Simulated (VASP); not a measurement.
Crystal: Sn.

```
CELL_PARAMETERS angstrom
3.78715 0.00000 0.00000
-1.89357 3.27977 0.00000
0.00000 0.00000 12.21430
ATOMIC_POSITIONS crystal
Sn 0.00000 0.00000 0.00000
Sn 0.00000 0.00000 0.50000
Sn 0.33333 0.66667 0.75000
Sn 0.66667 0.33333 0.25000
```

The cell was built by a generator and needn't be a form met in nature.

| Item | Value |
| --- | --- |
| Program | VASP 6.6.1 |
| Task | relaxation of cell and atoms |
| Functional | PBEsol |
| Potentials or basis | VASP PAW PBE potentials, release 64 (Sn_d) |
| Cutoff | 600 eV |
| k mesh | 6 × 6 × 2 |
| Occupations | gaussian, width 0.1 eV |
| Spin | no spin polarisation |

At the start: pressure -8.7 GPa; volume 37.93 Å³/atom.

How do energy, volume and symmetry change on relaxing?

Over 3 steps the energy falls by 442.3 meV/atom and the volume is 26.31 Å³/atom (-30.6 %); space group P6_3/mmc (No. 194, to 0.05 Å).

The path:
| step | energy change (eV) | largest force (eV/Å) | pressure (GPa) | volume (Å³) |
| --- | --- | --- | --- | --- |
| 1 | 0.0000 | 0.0000 | -8.67 | 151.71 |
| 2 | -1.7204 | 0.0000 | -2.59 | 110.94 |
| 3 | -1.7691 | 0.0000 | 0.07 | 105.24 |

Final structure:
```xyz
4
Lattice="3.3838 0.0000 0.0000 -1.6919 2.9305 0.0000 0.0000 0.0000 10.6129" Properties=species:S:1:pos:R:3 pbc="T T T"
Sn    0.0000    0.0000    0.0000
Sn    0.0000    0.0000    5.3065
Sn    0.0000    1.9536    7.9597
Sn    1.6919    0.9768    2.6532
```

Caveat: the volume moved by over 15 % at a fixed basis, so the end points are rough; the PAW data sets were made with another functional, which shifts forces and pressure a little.
